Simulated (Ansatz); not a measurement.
Wanted: the native input for an Ansatz 0.2.0 run.

- Task: projected density of states
- Functional: LDA
- Potentials or basis: Ansatz PAW
- Cutoff: 420 eV (not typed: the program's choice for these potentials)
- k mesh: 10 × 10 × 10
- Occupations: fermi-dirac, width 0.05 eV
- Spin: no spin polarisation
- Hubbard terms: W d U = 2 eV
- Hubbard projectors: ortho-atomic (the default)
- Double counting: fll (the default)

WC:

```
W C
1.0
     0.00000    2.19268    2.19268
     2.19268    0.00000    2.19268
     2.19268    2.19268    0.00000
W C
1 1
Direct
  0.00000 0.00000 0.00000
  0.50000 0.50000 0.50000
```

Measurements of this composition are mostly on another form, of space group No. 187.

The input as run:

input.yaml

```yaml
crystal:
  lattice:
    - [0.0, 2.192684, 2.192684]
    - [2.192684, 0.0, 2.192684]
    - [2.192684, 2.192684, 0.0]
  atoms:
    - { symbol: W, position: [0.0, 0.0, 0.0] }
    - { symbol: C, position: [0.5, 0.5, 0.5] }
hamiltonian:
  xc: lda
  pseudopotentials: { kind: paw }
  hubbard: { sites: [{ species: W, l: d, u_eff: 2.0 }] }
kpoints:
  mp_grid: { grid: [10, 10, 10] }
scf:
  occupations: { method: fermi_dirac, width: 0.05 }
  n_extra_bands: 6
output:
  forces: true
  stress: true
  eigenvalues: true
  dos: { projected: true, de: 0.05, nscf_kmesh: { grid: [15, 15, 15] } }
  write_density: true
  write_potential: true
  elf: true
  volumetric_format: npy
```

Potentials or basis: Ansatz PAW.

Run with:

```bash
$ ansatz run input.yaml --threads 2 --pin off --max-ram 5632MiB --backend cpu --events-out ev --progress --plain --runs-dir out
```

It gave:

The pressure is -15.9 GPa and the band gap on the k mesh is none (metal or under the smearing width). The density of states at the Fermi level is 1.24 states/eV per cell.

Caveat: the pressure holds a Pulay correction of +0.4 GPa for the finite cutoff; U without spin polarisation on a metal has little footing; the PAW data sets come from PBE, with cores solved anew for the run's functional, which leaves a small shift of forces and pressure; the U is typed as a test and isn't derived for this compound; the density of states is complete only up to the lowest level of the last band computed.

Wall time 1 s on 2 threads of AMD EPYC 9R45 96-Core Processor (Zen 5) (shared host), peak memory 0.37 GiB.
